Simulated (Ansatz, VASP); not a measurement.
# Cross-check of CdS (Greenockite) between VASP and Ansatz, part 3 of 3

Wanted: the spread between two codes on one cell, functional and k mesh.

VASP 6.6.1 and Ansatz 0.2.0.

So far. Step 5 (VASP: band structure, LDA, spin-orbit coupling): The run ends at a pressure of -3.11 GPa, with forces up to 0.062 eV/Å. Step 8 (VASP: band structure, r2SCAN, spin-orbit coupling): The run ends at a pressure of 0.55 GPa, with forces up to 0.071 eV/Å.

## (9) Ansatz: band structure, r2SCAN, spin-orbit coupling

Level of this step: Ansatz beside VASP: Kohn-Sham DFT, plane waves, r2SCAN, spin-orbit coupling (Ansatz).

The same cell, functional, mesh and smearing now go to Ansatz, which takes its cutoff from its data sets.

The cell is taken from a series of VASP runs on this material, whose earlier steps may have relaxed, scaled or displaced it; both programs get it as it stands.

input.yaml

```yaml
crystal:
  lattice:
    - [4.15, 0.0, 0.0]
    - [-2.075, 3.5940054257, 0.0]
    - [0.0, 0.0, 6.737]
  atoms:
    - { symbol: Cd, position: [0.6666666667, 0.3333333333, 0.5] }
    - { symbol: Cd, position: [0.3333333333, 0.6666666667, 0.0] }
    - { symbol: S, position: [0.6666666667, 0.3333333333, 0.875] }
    - { symbol: S, position: [0.3333333333, 0.6666666667, 0.375] }
hamiltonian:
  xc: r2scan
  pseudopotentials: { kind: paw_fr }
magnetization:
  noncollinear: true
  spin_orbit: true
kpoints:
  mp_grid: { grid: [6, 6, 4] }
  band_path:
    path:
      - [0.0, 0.0, 0.0]
      - [0.16667, 0.0, 0.0]
      - [0.33333, 0.0, 0.0]
      - [0.5, 0.0, 0.0]
      - [0.46296, 0.07407, 0.0]
      - [0.40741, 0.18519, 0.0]
      - [0.35185, 0.2963, 0.0]
      - [0.2963, 0.2963, 0.0]
      - [0.18519, 0.18519, 0.0]
      - [0.07407, 0.07407, 0.0]
      - [0.0, 0.0, 0.0]
      - [0.0, 0.0, 0.16667]
      - [0.0, 0.0, 0.33333]
      - [0.0, 0.0, 0.5]
      - [0.11111, 0.0, 0.5]
      - [0.33333, 0.0, 0.5]
      - [0.5, 0.0, 0.5]
      - [0.46296, 0.07407, 0.5]
      - [0.40741, 0.18519, 0.5]
      - [0.35185, 0.2963, 0.5]
      - [0.2963, 0.2963, 0.5]
      - [0.18519, 0.18519, 0.5]
      - [0.07407, 0.07407, 0.5]
      - [0.5, 0.0, 0.5]
      - [0.5, 0.0, 0.33333]
      - [0.5, 0.0, 0.16667]
      - [0.5, 0.0, 0.0]
      - [0.33333, 0.33333, 0.11111]
      - [0.33333, 0.33333, 0.27778]
      - [0.33333, 0.33333, 0.5]
    npoints: 1
scf:
  occupations: { method: gaussian, width: 0.03 }
  n_extra_bands: 16
output:
  forces: true
  stress: true
  eigenvalues: true
  write_density: true
  write_potential: true
  elf: true
  volumetric_format: npy
```

Run with:

```bash
ansatz run input.yaml --threads 2 --pin off --max-ram 4608MiB --backend cpu --events-out ev --progress --plain --runs-dir out
```

Numbers of over 12 decimals in the logs are rounded to 6 here.

What it wrote:

```text
[...]
Crystal: 4 atoms, lattice volume = 100.483 Å³
Basis set: ecut = 500 eV, 2539 PW (Γ), exchange–correlation on 128×128×200 points (64 copies of the dense FFT grid, shifted against one another)
Bands: 68, of which v1, the nominal top of the filled ones, is band 52 counted from 1 (51 counted from 0)
[...]
k-point 0: bands = [... 48 lower, 6.4629, 6.4629, 6.4784, 6.4784, 8.1222, 8.1222, 9.7212, 9.7212, ... 12 higher]
  k-point 1: bands = [... 48 lower, 6.3313, 6.3313, 6.3610, 6.3610, 8.9625, 8.9625, 9.7964, 9.7964, ... 12 higher]
  k-point 2: bands = [... 48 lower, 6.0854, 6.0854, 6.0854, 6.0854, 9.7635, 9.7635, 9.7635, 9.7635, ... 12 higher]
  k-point 20: bands = [... 48 lower, 5.3347, 5.3347, 5.3444, 5.3444, 11.3184, 11.3184, 11.3600, 11.3600, ... 12 higher]
[key lines of the parts left out:]
SCF converged after 8 iterations
Magnetization: |M| = 0.0000 μB,  M = (+0.0000, +0.0000, +0.0000) μB
Free energy (F): -18334.484329 eV
Fermi energy:    7.300321 eV
P = ⅓ Tr σ = 0.6334 GPa (6.334 kbar)
```

Run time: 77 s. Hardware: 2 threads of Arm Neoverse V1, shared host; peak memory 0.99 GiB; 2.5 min of CPU time.

## (10) Comparison

What differs besides the data sets and the points named for the pairs above, as far as they apply: VASP keeps PBE cores, Ansatz makes them for the functional; the cutoff is 500 eV in Ansatz and 350 eV in VASP. Total energies have different zeros and are not compared.

Both answers:

```csv
quantity,Ansatz,VASP,difference
pressure (GPa),0.63,0.55,+0.09
gap over the path points (eV),1.644,1.634,+0.010
```

Forces (eV/Å; atoms numbered as in POSCAR):

```csv
atom,"Ansatz x, y, z","VASP x, y, z"
Cd1,"0.000, 0.000, -0.070","0.000, 0.000, -0.071"
Cd2,"0.000, 0.000, -0.070","0.000, 0.000, -0.071"
S3,"0.000, 0.000, 0.070","0.000, 0.000, 0.071"
S4,"0.000, 0.000, 0.070","0.000, 0.000, 0.071"
```

Levels at points of the path, from each program's valence-band top (eV; 8 filled, then empty):

```csv
k (reciprocal lattice),Ansatz,VASP
0.000 0.000 0.000,-0.77 -0.77 -0.07 -0.07 -0.01 -0.01 0.00 0.00 1.64 1.64 3.24 3.24 6.76 6.76,-0.77 -0.77 -0.07 -0.07 -0.01 -0.01 0.00 0.00 1.63 1.63 3.23 3.23 6.77 6.77
0.167 0.000 0.000,-1.17 -1.14 -1.10 -1.09 -0.28 -0.25 -0.20 -0.18 2.73 2.75 4.09 4.10 6.15 6.15,-1.17 -1.15 -1.11 -1.10 -0.28 -0.25 -0.20 -0.18 2.73 2.74 4.08 4.09 6.16 6.16
0.333 0.000 0.000,-2.53 -2.51 -1.65 -1.65 -0.86 -0.81 -0.58 -0.56 3.86 3.88 4.40 4.40 5.70 5.71,-2.54 -2.52 -1.66 -1.66 -0.87 -0.82 -0.58 -0.56 3.85 3.88 4.38 4.39 5.71 5.71
0.500 0.000 0.000,-2.67 -2.67 -1.90 -1.90 -1.31 -1.31 -0.75 -0.75 4.16 4.16 4.25 4.25 5.41 5.41,-2.69 -2.69 -1.91 -1.91 -1.32 -1.32 -0.76 -0.76 4.15 4.15 4.24 4.24 5.40 5.40
0.463 0.074 0.000,-2.66 -2.66 -2.01 -1.99 -1.34 -1.34 -0.87 -0.86 4.31 4.31 4.45 4.46 5.37 5.37,-2.67 -2.67 -2.02 -2.00 -1.35 -1.35 -0.87 -0.87 4.31 4.31 4.44 4.44 5.36 5.36
0.407 0.185 0.000,-2.77 -2.76 -2.23 -2.19 -1.50 -1.49 -1.29 -1.29 4.85 4.86 5.19 5.21 5.25 5.25,-2.78 -2.77 -2.24 -2.20 -1.51 -1.50 -1.29 -1.29 4.86 4.86 5.18 5.20 5.24 5.24
0.352 0.296 0.000,-3.10 -3.09 -2.02 -1.97 -1.77 -1.74 -1.61 -1.61 4.91 4.91 5.46 5.48 5.62 5.64,-3.11 -3.10 -2.02 -1.98 -1.78 -1.75 -1.62 -1.62 4.90 4.90 5.47 5.49 5.63 5.64
0.296 0.296 0.000,-3.00 -2.98 -2.17 -2.12 -1.63 -1.59 -1.56 -1.54 4.96 4.96 5.33 5.34 5.66 5.67,-3.01 -3.00 -2.17 -2.13 -1.64 -1.60 -1.57 -1.55 4.95 4.96 5.33 5.35 5.66 5.68
0.185 0.185 0.000,-2.58 -2.55 -1.88 -1.86 -0.82 -0.81 -0.78 -0.73 4.10 4.11 5.14 5.15 5.89 5.91,-2.60 -2.56 -1.89 -1.87 -0.83 -0.81 -0.78 -0.73 4.10 4.11 5.14 5.15 5.89 5.91
0.074 0.074 0.000,-1.05 -1.05 -0.76 -0.74 -0.19 -0.17 -0.15 -0.13 2.41 2.42 3.83 3.84 6.38 6.39,-1.06 -1.06 -0.77 -0.74 -0.19 -0.17 -0.15 -0.13 2.41 2.41 3.82 3.84 6.39 6.40
```

The forces differ by 0.4 meV/Å r.m.s., which is 1.0 % of the r.m.s. force of 0.04 eV/Å (both taken over all components). Among the levels compared at these points, filled levels agree within 16 meV and empty ones within 21 meV. Ansatz's pressure holds a Pulay correction of 0.05 GPa; VASP's holds none.

## (11) Summary of results

```
difference in gap over the path points (band structure, LDA)                         : -0.023 eV
difference in gap over the path points (band structure, LDA, spin-orbit coupling)    : -0.023 eV
difference in gap over the path points (band structure, r2SCAN, spin-orbit coupling) : 0.010 eV
```

**Reading.** The difference in gap over the path points is -0.023 eV (band structure, LDA), within the 0.08 eV picked in this series as the mark of a large difference. 2 further runs of this series are not shown here. How closely two codes agree says nothing of how well the functional describes the real material.

[Lines on the potential files, build, host, timing and source positions are cut from VASP's logs without a mark.]

[Logs are printed without paths, hosts, clocks, repeated set-up lines and the standing remarks that a program may print on its own settings, such as how far it seeks lower states.]

[Hosts, paths, dates, database ids (printed as entryN), source tags and the programs' standing remarks are cut or masked in the printed files.]
